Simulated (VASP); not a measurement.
# TePb: relaxation of cell and atoms with PBEsol

TePb:

```
Te Pb
1.0
     0.00000    3.22185    3.22185
     3.22185    0.00000    3.22185
     3.22185    3.22185    0.00000
Te Pb
1 1
Direct
  0.50000 0.50000 0.50000
  0.00000 0.00000 0.00000
```

- Program: VASP 6.6.1
- Task: relaxation of cell and atoms
- Functional: PBEsol
- Potentials or basis: VASP PAW PBE potentials, release 64 (Te, Pb_d)
- Cutoff: 600 eV
- k mesh: 8 × 8 × 8
- Occupations: gaussian, width 0.03 eV
- Spin: no spin polarisation
- Further INCAR settings: ALGO = Normal; EDIFF = 1e-07; IBRION = 2; EDIFFG = -0.005; NSW = 90; ISIF = 3

```yaml
Pressure_after_relaxing: 0.0 GPa
Band_gap_on_the_k_mesh: 0.65 eV, direct
```

Final structure:
```cif
data_structure
_symmetry_space_group_name_H-M 'P 1'
_symmetry_Int_Tables_number 1
_cell_length_a 4.5564
_cell_length_b 4.5564
_cell_length_c 4.5564
_cell_angle_alpha 60.000
_cell_angle_beta 60.000
_cell_angle_gamma 60.000
_cell_volume 66.89
loop_
_atom_site_label
_atom_site_type_symbol
_atom_site_fract_x
_atom_site_fract_y
_atom_site_fract_z
_atom_site_occupancy
Te1 Te 0.50000 0.50000 0.50000 1
Pb1 Pb 0.00000 0.00000 0.00000 1
```

Levels at points of the mesh, in eV from the valence-band top:
```csv
k point,band 6,band 7,band 8,band 9,band 10,band 11,band 12,band 13,band 14
"(0.00, 0.00, 0.00)",-12.11,-5.59,-1.37,-1.37,-1.37,4.07,4.07,4.07,5.74
"(0.50, 0.00, 0.00)",-10.64,-8.65,-0.90,-0.90,0.00,0.65,1.22,1.22,8.30
"(0.50, 0.50, 0.00)",-10.38,-7.32,-4.59,-2.85,-2.85,3.17,5.49,5.49,6.73
```

It took 12 s on 1 thread of Intel(R) Xeon(R) 6975P-C (Granite Rapids), on a shared host, peak memory 0.22 GiB.

Caveat: the relaxation stopped at its first step, so nothing moved; the PAW data sets were made with another functional, which shifts forces and pressure a little; spin-orbit coupling is left out, which as a rule narrows the gap of such compounds by several tenths of an eV. A k mesh can miss the band edges.
